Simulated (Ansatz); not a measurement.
Basis-set extrapolation for `OCCO` (PBE0-D4/def2-TZVP geometry, frozen core, the Gaussian-basis code of Ansatz). Multiplicity 1, RHF reference.

```
                      def2-TZVPP   def2-QZVPP
                 HF  -229.036748  -229.047764
    MP2 correlation    -0.831981    -0.893882
CCSD(T) correlation    -0.890148    -0.947008
```

Energies in hartree. Use E(X) = E(∞) + A·exp(−7.88·√X) for Hartree–Fock and E(X) = E(∞) + B·X^(−2.97) for correlation, with X = 3 and 4.

Problem. What is the CCSD(T) energy at the basis-set limit?

Solution. HF limit: -229.047764 + (-0.011016) × 0.13774 = -229.04928. Correlation limit: -0.947008 + (-0.056860) × 0.74074 = -0.98913. Total: -230.03841 hartree, 70.0 kcal/mol below CCSD(T)/def2-TZVPP.
